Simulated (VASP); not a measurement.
A run of VASP 6.6.1 is set up as follows.

File INCAR:

```
SYSTEM = P
PREC = Accurate
ENCUT = 520
EDIFF = 1E-6
ISMEAR = 0
SIGMA = 0.05
LREAL = .False.
LASPH = .True.
NELM = 150
ALGO = Fast
ISIF = 2
LWAVE = .False.
LCHARG = .False.
ISPIN = 2
MAGMOM = 0.5 -0.5
LORBIT = 11
GGA = RE
NBANDS = 16
```

Contents of KPOINTS:

```
Automatic mesh
0
Gamma
  6 6 6
  0 0 0
```

File POSCAR:

```
P
1.0
    1.7253850000      0.9940990000      3.1749990000
   -1.7319870000      0.9493470000      3.1928860000
   -0.0420570000     -1.9602900000      3.1893050000
P
2
Direct
    0.7663112725      0.7679887807      0.7771213008
    0.2186303212      0.2251713757      0.2380479182
```

Potentials or basis: VASP PAW PBE potentials, release 64 (P).

Run with:

```sh
$ cat potpaw_PBE.64/P/POTCAR > POTCAR
$ mpirun -np 1 vasp_std > vasp.out
```

Problem. Estimate the net moment.

Solution. 0.00 μB per cell.

Problem. Estimate the pressure.

Solution. 2.4 GPa.

Problem. What does it give for the band gap on the k mesh?

Solution. None (metal or under the smearing width).

Stress tensor (GPa, compression positive):
```
 2.12 -1.47  1.65
-1.47  4.98  1.22
 1.65  1.22  0.19
```

Caveat: the k mesh is coarse (spacing up to 0.37 Å⁻¹), so the values aren't converged; the PAW data sets were made with another functional, which shifts forces and pressure a little.
